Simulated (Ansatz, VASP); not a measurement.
# One calculation of C, two programs

```
CELL_PARAMETERS angstrom
0.00000 1.76605 1.76605
1.76605 0.00000 1.76605
1.76605 1.76605 0.00000
ATOMIC_POSITIONS crystal
C 0.00000 0.00000 0.00000
C 0.25000 0.25000 0.25000
```

This isn't the form of C at room conditions, which is graphite.

Alike in both runs: task relaxation of cell and atoms; functional LDA; k mesh 12 × 12 × 12; occupations gaussian, width 0.02 eV; no spin polarisation.

```csv
,VASP,Ansatz
version,VASP 6.6.1,Ansatz 0.2.0
potentials or method,"VASP PAW LDA potentials, release 64 (C)","scalar-relativistic, plane waves, PAW"
plane-wave cutoff (eV),600,420
valence electrons in the cell,8,8
```

Ansatz gave:

```
gap on the k mesh at the Fermi level, each at its own relaxed structure (eV) : 4.20
relaxed volume (Å³/atom)                                                     : 5.51
relaxed cell length with the largest relative difference (Å)                 : 2.497
```

Task: Estimate VASP's values.

Result: gap on the k mesh at the Fermi level, each at its own relaxed structure (eV): 4.19; relaxed volume (Å³/atom): 5.52; relaxed cell length with the largest relative difference (Å): 2.499.
